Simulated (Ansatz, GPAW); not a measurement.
Given: the input of a run of GPAW 26.7.0 (ASE script) on Na. 

run.py

```python
from ase import Atoms
from ase.dft.bandgap import bandgap
from ase.io import write
from ase.units import GPa
from gpaw import GPAW, PW

atoms = Atoms(['Na'],
              cell=[[-2.141, 2.141, 2.141],
                    [2.141, -2.141, 2.141],
                    [2.141, 2.141, -2.141]],
              scaled_positions=[[0.0, 0.0, 0.0]],
              pbc=True)

calc = GPAW(mode=PW(800),
            xc='RPBE',
            kpts={'size': (9, 9, 9), 'gamma': True},
            occupations={'name': 'methfessel-paxton', 'order': 0, 'width': 0.02},
            nbands=10,
            convergence={'density': 1e-05, 'energy': 1e-05},
            maxiter=150,
            txt='gpaw.txt')
atoms.calc = calc
energy = atoms.get_potential_energy()
forces = atoms.get_forces()
stress = atoms.get_stress()
calc.write('gs.gpw')
write('result.traj', atoms)
print(f'Energy: {energy:.6f} eV')
print('Forces (eV/A):')
print(forces.round(4))
print('Stress (GPa):', (stress / GPa).round(3))
print('Fermi level:', round(calc.get_fermi_level(), 4), 'eV')
print(f'Gap: {bandgap(calc)[0]:.4f} eV, direct: {bandgap(calc, direct=True)[0]:.4f} eV')
```

Potentials or basis: the program's PAW data sets (release 1.2.1) made for this functional, pw.

The run is started by

```console
$ OMP_NUM_THREADS=1 python run.py
```

Q: Set up the same calculation for Ansatz 0.2.0. Potentials or basis there: all-electron LAPW, scalar-relativistic.

A: As run (cutoffs and basis follow the program's own potentials, and thresholds, step limits or extra output files can differ):

File input.yaml:

```yaml
crystal:
  lattice:
    - [-2.141, 2.141, 2.141]
    - [2.141, -2.141, 2.141]
    - [2.141, 2.141, -2.141]
  atoms:
    - { symbol: Na, position: [0.0, 0.0, 0.0] }
kpoints:
  mp_grid: { grid: [9, 9, 9] }
scf:
  occupations: { method: gaussian, width: 0.02 }
hamiltonian:
  xc: rpbe
  pseudopotentials: { kind: all_electron, lapw: { basis_error: 0.001 } }
output:
  forces: true
  stress: true
  eigenvalues: true
```

Potentials or basis: all-electron LAPW, scalar-relativistic.

Launch:

```console
$ ansatz run input.yaml --threads 1 --pin off --max-ram 3072MiB --backend cpu --events-out ev --progress --plain --runs-dir out
```

Both were run:

|  | GPAW | Ansatz |
| --- | --- | --- |
| Pressure | 0.0 GPa | 0.0 GPa |

Where Ansatz's input types no cutoff or centring, it takes its own default and a Γ-centred mesh.

Pressure is positive in compression.
